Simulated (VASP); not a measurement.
A run of VASP 6.6.1 is set up as follows.

The input INCAR:

```
PREC = Accurate
ENCUT = 520
EDIFF = 1E-8
ISMEAR = 0
SIGMA = 0.03
LREAL = F
LASPH = T
NELM = 80
ALGO = Normal
ISIF = 2
LWAVE = F
LCHARG = F
GGA = PE
LEPSILON = T
```

File KPOINTS:

```
regular mesh
0
Gamma
  10 10 10
```

The input POSCAR:

```
ZnS                                     
1.0
    0.0000000000      2.6803314387      2.6803314387
    2.6803314387      0.0000000000      2.6803314387
    2.6803314387      2.6803314387      0.0000000000
  Zn              S             
     1     1
Direct
     0.2500000000000000    0.2500000000000000    0.2500000000000000
     0.0000000000000000    0.0000000000000000    0.0000000000000000
```

Potentials or basis: VASP PAW PBE potentials, release 64 (Zn, S).

Command:

```console
$ cat potpaw_PBE.64/Zn/POTCAR potpaw_PBE.64/S/POTCAR > POTCAR
$ mpirun -np 1 vasp_std > vasp.out
```

(1) Estimate the electronic dielectric tensor (diagonal).

(2) Estimate the Born charges (mean of the diagonal).

(3) Predict the band gap on the k mesh.

## Answers

(1) 5.91.

(2) Zn +1.98; S -1.98 e.

(3) 2.22 eV, direct.

**Measured values to compare with.**

“Electronic, vibrational, and thermodynamic properties of ZnS (zincblende and rocksalt structure)”, 2009, arxiv:0911.5022 quotes, for a bulk crystal of ZnS at 19 K: band gap 3.85 eV (direct).

From a printed reference work, monograph, for a bulk crystal of ZnS: high-frequency dielectric constant 5.14.

Against the measured gap of ZnS, 3.85 eV (direct; 19 K; quoted in “Electronic, vibrational, and thermodynamic properties of ZnS (zincblende and rocksalt structure)”, 2009, arxiv:0911.5022), the calculated 2.22 eV is off by -1.63 eV. The value is that of PBE, without temperature or zero-point motion. Semilocal functionals fall short of measured gaps as a rule. Against the measured high-frequency dielectric constant of ZnS, 5.14 (a printed reference work, monograph), the calculated 5.91 is off by +15.1 %.
